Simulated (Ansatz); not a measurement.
# TiSi2: the cost of one run

Method: DFT PBE, scalar-relativistic, plane waves, PAW, in Ansatz 0.2.0.

### 1 The system as given

It takes space group P4/mmm (No. 123, tetragonal). The conventional cell has a = 3.396 Å, b = 3.396 Å, c = 4.849 Å, α = 90.00°, β = 90.00°, γ = 90.00°. Ti (site symmetry 4/mmm) has 2 Si at 2.42 Å in its first shell of neighbours. Around Si (site symmetry 4/mmm) lie 4 Si at 2.40 Å. Si (site symmetry 4/mmm) has 4 Si at 2.40 Å and 2 Ti at 2.42 Å in its first shell of neighbours.

Coordinates:

```
CELL_PARAMETERS angstrom
3.39626 0.00000 0.00000
0.00000 3.39626 0.00000
0.00000 0.00000 4.84899
ATOMIC_POSITIONS crystal
Ti 0.00000 0.00000 0.50000
Si 0.50000 0.50000 0.00000
Si 0.00000 0.00000 0.00000
```

The cell was relaxed beforehand at this level, from a generated guess; it is a trial structure. At a tolerance of 0.05 Å it has space group P4/mmm (No. 123); it has 18.64 Å³/atom, an uncorrected energy of +0.57 eV/atom over the elements.

### 2 Electronic structure at the relaxed geometry

Input file input.yaml:

```yaml
crystal:
  lattice:
    - [3.3962613224, 0.0, 0.0]
    - [0.0, 3.3962613224, 0.0]
    - [0.0, 0.0, 4.8489919066]
  atoms:
    - { symbol: Ti, position: [0.0, 0.0, 0.5] }
    - { symbol: Si, position: [0.5, 0.5, 0.0] }
    - { symbol: Si, position: [0.0, 0.0, 0.0] }
basis:
  ecutwfc: 420
kpoints:
  mp_grid: { grid: [14, 14, 10] }
  band_path:
    path:
      - [[0.0, 0.0, 0.0], [0.0, 0.5, 0.0], [0.5, 0.5, 0.0], [0.0, 0.0, 0.0], [0.0, 0.0, 0.5], [0.0, 0.5, 0.5], [0.5, 0.5, 0.5], [0.0, 0.0, 0.5]]
      - [[0.0, 0.5, 0.0], [0.0, 0.5, 0.5]]
      - [[0.5, 0.5, 0.0], [0.5, 0.5, 0.5]]
    npoints: 14
hamiltonian:
  xc: pbe
scf:
  occupations: { method: gaussian, width: 0.1 }
  n_extra_bands: 7
output:
  forces: true
  stress: true
  eigenvalues: true
  populations: true
  dos: { projected: true, de: 0.02, nscf_kmesh: { grid: [17, 17, 12] } }
  bader: true
  write_density: true
  write_potential: true
  elf: true
  volumetric_format: npy
```

Run with:

```
$ ansatz run input.yaml --threads 1 --pin off --max-ram 2560MiB --backend cpu --events-out ev --progress --plain --runs-dir out
```

**Question.** How long does this run take on 1 thread of Arm Neoverse V1, shared host, and how much memory does it need?

About 52 s, with a peak of 0.46 GiB.
